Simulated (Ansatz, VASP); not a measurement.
**Two plane-wave programs on InPd**

```
In Pd
1.0
     3.22199    0.00000    0.00000
     0.00000    3.22199    0.00000
     0.00000    0.00000    3.22199
In Pd
1 1
Direct
  0.00000 0.00000 0.00000
  0.50000 0.50000 0.50000
```

Alike in both runs: task single point; functional PBE; k mesh 14 × 14 × 14; occupations gaussian, width 0.1 eV; no spin polarisation.

|  | VASP | Ansatz |
| --- | --- | --- |
| version | VASP 6.6.1 | Ansatz 0.2.0 |
| potentials or method | VASP PAW PBE potentials, release 64 (In_d, Pd) | scalar-relativistic, plane waves, PAW |
| plane-wave cutoff (eV) | 520 | 420 |
| valence electrons in the cell | 23 | 31 |

VASP gave:

```
gap on the k mesh at the Fermi level (eV) : none
pressure (GPa)                            : 10.8
```

**Question.** Which values does Ansatz return?

**Answer.** gap on the k mesh at the Fermi level (eV): none; pressure (GPa): 10.6.

A gap of «none» marks a metal or a gap that the smearing closes. The functional is the same, so the differences come from potentials, cutoffs and numerics. The two sets of potentials don't hold the same shells in valence.
